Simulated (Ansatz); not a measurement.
# ZnS: the cost of one run

Computed with Ansatz 0.2.0 (DFT PBE, scalar-relativistic, plane waves, PAW, unless a step's input says otherwise).

1 further run of the same task is left out (set aside as unsound or not needed). Runs told in other sessions of the task aren't counted.

## (1) Starting point

The structure is hexagonal, space group P6_3mc (No. 186). Conventional cell: a = 3.845 Å, b = 3.845 Å, c = 6.305 Å, α = 90.00°, β = 90.00°, γ = 120.00°. Zn (site symmetry 3m) has 4 S at 2.36 Å in its first shell of neighbours. S (site symmetry 3m) has 4 Zn at 2.36 Å in its first shell of neighbours.

Coordinates:

```cif
data_structure
_symmetry_space_group_name_H-M 'P 1'
_symmetry_Int_Tables_number 1
_cell_length_a 3.8455
_cell_length_b 3.8455
_cell_length_c 6.3053
_cell_angle_alpha 90.000
_cell_angle_beta 90.000
_cell_angle_gamma 120.000
_cell_volume 80.75
loop_
_atom_site_label
_atom_site_type_symbol
_atom_site_fract_x
_atom_site_fract_y
_atom_site_fract_z
_atom_site_occupancy
Zn1 Zn 0.33333 0.66667 0.00522 1
Zn2 Zn 0.66667 0.33333 0.50522 1
S1 S 0.33333 0.66667 0.37978 1
S2 S 0.66667 0.33333 0.87978 1
```

It is the result of an earlier relaxation at this level (volume 20.19 Å³/atom; gap on the mesh: 2.08 eV).

## (2) The reference cell

The reference gives a free energy of -8445.4574 eV, pressure -0.01 GPa, largest force 0.001 eV/Å and gap on the mesh 2.08 eV. It was computed beforehand with the settings of the runs below.

## (3) Next: one atom moved over a plane

Atom 1 (Zn) is moved by p along (1.000, 0.000, 0.000) and q along (0.000, 0.000, 1.000) (Å), all else fixed; its images in the other cells move with it. Points alike by symmetry are run once.

## (4) Point p = -0.450, q = -0.450

input.yaml reads:

```yaml
crystal:
  lattice:
    - [3.8454929876, 0.0, 0.0]
    - [-1.9227464938, 3.3302946173, 0.0]
    - [0.0, 0.0, 6.3053333116]
  atoms:
    - { symbol: Zn, position: [0.2163132266, 0.6666666667, -0.0661483641] }
    - { symbol: Zn, position: [0.6666666667, 0.3333333333, 0.5052197901] }
    - { symbol: S, position: [0.3333333333, 0.6666666667, 0.3797802099] }
    - { symbol: S, position: [0.6666666667, 0.3333333333, 0.8797802099] }
basis:
  ecutwfc: 420
kpoints:
  mp_grid: { grid: [12, 12, 4] }
hamiltonian:
  xc: pbe
scf:
  occupations: { method: gaussian, width: 0.05 }
output:
  forces: true
  stress: true
  eigenvalues: true
  write_density: true
  write_potential: true
  elf: true
  volumetric_format: npy
```

Run with:

```bash
$ ansatz run input.yaml --threads 2 --pin off --max-ram 5120MiB --backend cpu --events-out ev --progress --plain --runs-dir out
```

Q: Estimate wall time and peak memory on 2 threads of AMD EPYC (Zen 3), shared host.

About 58 s, with a peak of 0.69 GiB.
